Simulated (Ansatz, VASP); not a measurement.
## BN in VASP and in Ansatz

```
CELL_PARAMETERS angstrom
2.55856 0.00000 0.00000
-1.27928 2.21577 0.00000
0.00000 0.00000 8.40918
ATOMIC_POSITIONS crystal
B 0.00000 0.00000 0.09337
B 0.00000 0.00000 0.59337
B 0.33333 0.66667 0.34406
B 0.66667 0.33333 0.84406
N 0.00000 0.00000 0.40675
N 0.00000 0.00000 0.90675
N 0.33333 0.66667 0.15582
N 0.66667 0.33333 0.65582
```

Alike in both runs: task single point; functional PBE; k mesh 6 × 6 × 2; occupations gaussian, width 0.1 eV; no spin polarisation.

|  | VASP | Ansatz |
| --- | --- | --- |
| version | VASP 6.6.1 | Ansatz 0.2.0 |
| potentials or method | VASP PAW PBE potentials, release 64 (B, N) | scalar-relativistic, plane waves, PAW |
| plane-wave cutoff (eV) | 520 | 420 |
| valence electrons in the cell | 32 | 32 |

|  | VASP | Ansatz | Ansatz less VASP |
| --- | --- | --- | --- |
| gap on the k mesh at the Fermi level (eV) | 5.49 | 5.50 | +0.010 |
| least direct gap on the mesh (eV) | 7.50 | 7.51 | +0.011 |
| pressure (GPa) | 0.3 | 0.0 | -0.25 |
| largest component of the traceless stress (GPa) | 0.09 | 0.08 | -0.008 |

The functional is the same, so the differences come from potentials, cutoffs and numerics.

Caveats: the k mesh is coarse (spacing up to 0.47 Å⁻¹), so the values aren't converged. A k mesh can miss the band edges.
